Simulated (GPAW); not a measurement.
Crystal: Zn.

```
Zn
1.0
     2.67000    0.00000    0.00000
    -1.33500    2.31229    0.00000
     0.00000    0.00000    4.96600
Zn
2
Cartesian
  1.3350 0.7708 3.7245
  0.0000 1.5415 1.2415
```

| Property | Result |
| --- | --- |
| Program | GPAW 26.7.0 |
| Task | relaxation of cell and atoms |
| Functional | PBEsol |
| Dispersion | D4 |
| Potentials or basis | PAW data sets generated in the run's folder for this functional |
| Cutoff | 600 eV |
| Basis | pw |
| k mesh | 10 × 10 × 5 |
| Occupations | fermi-dirac, width 0.05 eV |
| Spin | no spin polarisation |

At the start: pressure -7.8 GPa; volume 15.33 Å³/atom.

Q: How do energy, volume and symmetry change on relaxing?

A: Over 6 steps the energy falls by 39.0 meV/atom and the volume is 13.84 Å³/atom (-9.7 %); space group P6_3/mmc (No. 194, to 0.05 Å).

The path:
```tsv
step	energy change (eV)	largest force (eV/Å)	pressure (GPa)	volume (Å³)
1	0.0000	0.0000	-7.79	30.66
2	-0.0224	0.0000	-6.79	30.17
3	-0.0743	0.0000	1.40	27.44
4	-0.0766	0.0000	-0.29	27.87
5	-0.0769	0.0000	-0.20	27.84
6	-0.0779	0.0000	0.10	27.67
```

Final structure:
```
Zn
1.0
     2.58589    0.00000    0.00000
    -1.29294    2.23944    0.00000
     0.00000    0.00000    4.77896
Zn
2
Cartesian
  1.2929 0.7465 3.5842
  0.0000 1.4930 1.1947
```

Caveat: later steps reuse the first step's grids; pairwise dispersion overbinds metals, which lowers pressure and volume.
